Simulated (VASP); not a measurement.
WC under changes of volume

One of the cells (10.753 Å³/atom); the others are scaled copies at fixed shape and fractional positions:

```
W C
1.0
     0.00000    2.20721    2.20721
     2.20721    0.00000    2.20721
     2.20721    2.20721    0.00000
W C
1 1
Direct
  0.99883 0.99893 0.02423
  0.50117 0.50107 0.47577
```

The cell comes from a database or a generator and needn't be the stable form of this composition.

| Item | Value |
| --- | --- |
| Program | VASP 6.6.1 |
| Functional | PBE |
| Potentials or basis | VASP PAW PBE potentials, release 64 (W_sv, C) |
| Cutoff | 520 eV |
| k mesh | 10 × 10 × 10 |
| Occupations | fermi-dirac, width 0.05 eV |
| Spin | no spin polarisation |

| volume (Å³/atom) | energy over the lowest point (meV/atom) | pressure (GPa) | largest force (eV/Å) |
| --- | --- | --- | --- |
| 9.910 | ? | ? | ? |
| 10.120 | 27.26 | 19.3 | 1.291 |
| 10.331 | 7.65 | 10.6 | 1.152 |
| 10.753 | 0.00 | -4.3 | 0.900 |
| 10.964 | 9.86 | -10.7 | 0.785 |
| 11.175 | 27.65 | -16.4 | 0.677 |

Question: What does the run at 9.910 Å³/atom give?

Answer: Energy over the lowest point 58.96 meV/atom; pressure 29.0 GPa; largest force 1.438 eV/Å.

Worked out: A Birch-Murnaghan fit of order 3 (a polynomial in V^(-2/3)) to the other rows has its minimum at 10.62 Å³/atom with B0 = V·E''(V) = 359 GPa and B' = 4.3 at fixed shape and positions, which overstates the stiffness. It gives 58.80 meV/atom at 9.910 Å³/atom, against the run's 58.96, and -dE/dV = 29.0 GPa, against 29.0.

Energies are extrapolated to zero smearing.

Caveats: forces of over 1 eV/Å show positions far from the minimum, so gaps and moduli don't describe the material at rest (some runs).
